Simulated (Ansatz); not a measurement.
Co: enthalpy against pressure

Co, P6_3/mmc, a = 2.492 Å, c = 8.093 Å. Ansatz: PBE, PAW, 420 eV, Γ-centred 18×18×6 mesh on 4 atoms, Gaussian smearing 0.10 eV; collinear spin, largest moment 1.7 μB. Cell and atoms are relaxed at each pressure, and no other structure is tried, so the rows at high pressure may lie past a change of phase. y is the enthalpy over the state at zero pressure; there V0 = 10.878 Å³/atom. The pressures are the targets, met within 0.02 GPa.

```tsv
P (GPa)	y (eV/atom)
-3.0	-0.2051
0.0	0.0000
3.0	0.2023
8.0	?
15.0	0.9868
30.0	1.9222
60.0	3.6820
```

Question: Fit y = c1 P + c2 P² + c3 P³ to the other rows, say what c1 and c2 mean, and predict the missing value.

Answer: Least squares on the rows shown. y = 0.067804 P − 0.00014169 P² + 5.7344×10⁻⁷ P³. Since dH/dP = V, c1 is V0: 0.067804 eV/GPa × 160.2 = 10.862 Å³ against 10.878; c2 = −V0/(2B0) gives B0 = 239 GPa, where a Birch–Murnaghan fit to the volumes of the same runs (not shown) gives 215 GPa: a cubic over this range folds the higher terms into c2. At P = 8.0 the fit asked for gives 0.5337 eV/atom. The run gave 0.5336 eV/atom, so the fit is 0.0001 eV/atom too high, within the rms miss on the fitted rows (0.0002 eV/atom).

The mesh isn't the same in all rows (18×18×6, 24×24×6).